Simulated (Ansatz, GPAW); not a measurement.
GaAs: equilibrium volume by level of theory

Symmetry: F-43m, No. 216, cubic system. The conventional cell has a = 5.654 Å, b = 5.654 Å, c = 5.654 Å, α = 90.00°, β = 90.00°, γ = 90.00°. Around As (site symmetry -43m) lie 4 Ga at 2.45 Å. Around Ga (site symmetry -43m) lie 4 As at 2.45 Å.

| rung | level | program and potentials | cutoff (eV) | k mesh | smearing | task | core time | chip | equilibrium volume (Å³/atom) | notes |
| --- | --- | --- | --- | --- | --- | --- | --- | --- | --- | --- |
| GGA | PBE | Ansatz, Ansatz PAW | 420 | 8 × 8 × 8 | fermi-dirac 0.05 | relaxation of cell and atoms | 4 s | AMD EPYC 9R45 Zen 5 | 23.71 | - |
| GGA + dispersion | PBEsol+D3(BJ)+ATM | Ansatz, Ansatz PAW | 420 | 8 × 8 × 8 | fermi-dirac 0.05 | relaxation of cell and atoms | 12 s | Intel Xeon | 22.06 | potentials made for PBE, which Ansatz adapts in part |
| GGA + dispersion | revPBE+D3(BJ) | Ansatz, Ansatz PAW | 420 | 8 × 8 × 8 | fermi-dirac 0.05 | relaxation of cell and atoms | 14 s | Intel Xeon Skylake/Cascade Lake | 22.55 | potentials made for PBE, which Ansatz adapts in part |
| GGA + dispersion | revPBE+D4 | Ansatz, Ansatz PAW | 420 | 8 × 8 × 8 | fermi-dirac 0.05 | relaxation of cell and atoms | 23 s | Intel Xeon Skylake/Cascade Lake | 22.39 | potentials made for PBE, which Ansatz adapts in part |
| GGA + dispersion | PBE+D4 | Ansatz, all-electron LAPW, scalar-relativistic | - | 8 × 8 × 8 | fermi-dirac 0.05 | relaxation of cell and atoms | 50 s | Intel Xeon Skylake/Cascade Lake | 22.66 | - |
| GGA | PBEint | GPAW, PAW data sets generated for this functional | 600 | 8 × 8 × 8 | fermi-dirac 0.05 | equation of state | 56 s | Arm Neoverse V2 | 23.29 | - |
| GGA | PBEsol | GPAW, PAW data sets generated for this functional | 600 | 8 × 8 × 8 | fermi-dirac 0.05 | equation of state | 2.3 min | Intel Xeon Skylake/Cascade Lake | 22.99 | far from this level's other runs, cause not traced |
| hybrid | HSE03 | Ansatz, Ansatz PAW | 420 | 4 × 4 × 4 | fermi-dirac 0.05 | relaxation of cell and atoms | 2.6 min | Intel Xeon Skylake/Cascade Lake | 23.11 | coarse mesh; potentials made for PBE, which Ansatz adapts in part |

Times are single runs on shared hosts and different chips, so they are rough; meshes, cutoffs and the tasks' sizes weigh on the time. All rows: no spin polarisation. Smearing widths are in eV. Meshes differ between rows, which moves values too. Meshes are those of the run's cell of 2 atoms unless a note names another. Relaxations start from the cell shown or near it and stop with a little pressure left. Misses use the values as printed. Runs on faulty files, with rough fits or with known faults for this quantity aren't shown. No row holds spin-orbit coupling.

Measured: 22.58 Å³/atom at 300 K (pmc:10405594, doi:10.1107/S1600576723004302).

Task: Which of the timed runs without a coarse mesh or an atomic basis is the cheapest that comes within 1.5 % of the measured equilibrium volume?

Result: revPBE+D3(BJ) (Ansatz, Ansatz PAW): 22.55 Å³/atom in 14 s. One crystal doesn't make the level reliable, since errors can cancel. The runs are for a static lattice, while measurements hold temperature and zero-point motion.
